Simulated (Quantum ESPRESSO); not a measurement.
**Mo: equation of state with LDA**

Crystal: Mo.

```xyz
1
Lattice="-1.5838 1.5838 1.5838 1.5838 -1.5838 1.5838 1.5838 1.5838 -1.5838" Properties=species:S:1:pos:R:3 pbc="T T T"
Mo    0.0000    0.0000    0.0000
```

```
Program             : Quantum ESPRESSO 7.5
Task                : equation of state
Functional          : LDA
Potentials or basis : GBRV 1.5 LDA
Cutoff              : 612 eV
Density cutoff      : 4898 eV
k mesh              : 12 × 12 × 12
Occupations         : fermi-dirac, width 0.05 eV
Spin                : no spin polarisation
```

| Item | Value |
| --- | --- |
| Equilibrium volume | 15.06 Å³/atom |
| Bulk modulus | 296 GPa |
| Pressure derivative of the bulk modulus | 4.3 |

Energy against volume, from the lowest point:
```csv
volume (Å³/atom),energy (meV/atom)
14.938,0.00
15.256,1.49
15.574,14.61
15.892,38.01
16.209,70.74
16.527,111.67
16.845,160.10
```

All runs of the series together: 35 s on 2 threads of Intel(R) Xeon(R) Platinum 8375C CPU @ 2.90GHz (Ice Lake), on a shared host.
